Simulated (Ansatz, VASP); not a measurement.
# Bi: VASP beside Ansatz

File POSCAR:

```
Bi
1.0
   -1.9886463737      1.9886463737      1.9886463737
    1.9886463737     -1.9886463737      1.9886463737
    1.9886463737      1.9886463737     -1.9886463737
Bi
1
Direct
    0.0000000000      0.0000000000      0.0000000000
```

Contents of INCAR.step1:

```
  ALGO = Normal
  EDIFF = 1E-4
  ENCUT = 520
  GGA = PE
  ISMEAR = 0
  LASPH = True
  LCHARG = False
  LREAL = False
  LWAVE = True
  NBANDS = 14
  NELM = 100
  PREC = Accurate
  SIGMA = 0.05
```

INCAR.step2

```
  ALGO = Normal
  EDIFF = 1E-6
  ENCUT = 520
  ISIF = 2
  ISMEAR = 0
  ISTART = 1
  LASPH = True
  LCHARG = False
  LMIXTAU = True
  LREAL = False
  LWAVE = False
  METAGGA = R2SCAN
  NBANDS = 14
  NELM = 100
  PREC = Accurate
  SIGMA = 0.05
```

The input KPOINTS:

```
k-points
0
Gamma
  14 14 14
```

Input for Ansatz:

```yaml
crystal:
  lattice:
    - [-1.9886463737, 1.9886463737, 1.9886463737]
    - [1.9886463737, -1.9886463737, 1.9886463737]
    - [1.9886463737, 1.9886463737, -1.9886463737]
  atoms:
    - { symbol: Bi, position: [0.0, 0.0, 0.0] }
basis:
  ecutwfc: 500
  ecutrho_ratio: 4
kpoints:
  mp_grid: { grid: [14, 14, 14] }
hamiltonian:
  xc: r2scan
scf:
  occupations: { method: gaussian, width: 0.05 }
output:
  forces: true
  stress: true
  eigenvalues: true
```

Alike in both runs: task single point; functional r2SCAN; k mesh 14 × 14 × 14; occupations gaussian, width 0.05 eV; no spin polarisation.

|  | VASP | Ansatz |
| --- | --- | --- |
| version | VASP 6.6.1 | Ansatz 0.2.0 |
| potentials or method | VASP PAW PBE potentials, release 64 (Bi_d) | scalar-relativistic, plane waves, PAW |
| plane-wave cutoff (eV) | 520 | 500 |
| valence electrons in the cell | 15 | 15 |

```tsv
	VASP	Ansatz	Ansatz less VASP
gap on the k mesh at the Fermi level (eV)	none	none	-
pressure (GPa)	-0.7	-0.6	+0.04
```

A gap of «none» marks a metal or a gap that the smearing closes.

Caveats: the PAW data sets were made with another functional, which shifts forces and pressure a little (VASP); spin-orbit coupling is left out, which moves the levels of the heavy elements.
